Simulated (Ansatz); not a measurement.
## TePb under changes of volume

One of the cells (33.730 Å³/atom); the others are scaled copies at fixed shape and fractional positions:

```xyz
2
Lattice="0.0000 3.2310 3.2310 3.2310 0.0000 3.2310 3.2310 3.2310 0.0000" Properties=species:S:1:pos:R:3 pbc="T T T"
Pb    0.0000    0.0000    0.0000
Te    3.2310    3.2310    3.2310
```

* Program: Ansatz 0.2.0
* Functional: RPBE
* Dispersion: D3(BJ)
* Potentials or basis: Ansatz PAW
* Cutoff: 420 eV (not typed: the program's choice for these potentials)
* k mesh: 7 × 7 × 7
* Occupations: fermi-dirac, width 0.05 eV
* Spin: no spin polarisation

```tsv
volume (Å³/atom)	energy over the lowest point (meV/atom)	pressure (GPa)
31.706	0.00	-8.7
32.380	?	?
33.055	79.02	-10.0
33.730	121.99	-10.4
34.404	166.62	-10.7
35.079	211.96	-10.7
35.753	255.67	-9.8
```

What does the run at 32.380 Å³/atom give?

Energy over the lowest point 38.21 meV/atom; pressure -9.4 GPa.

Worked out: A Birch-Murnaghan fit of order 3 (a polynomial in V^(-2/3)) to the other rows has no minimum within the range. It gives 37.58 meV/atom at 32.380 Å³/atom, against the run's 38.21, and -dE/dV = -9.4 GPa, against -9.4.

Energies are extrapolated to zero smearing.

Caveats: the PAW data sets come from PBE, with cores solved anew for the run's functional, which leaves a small shift of forces and pressure.
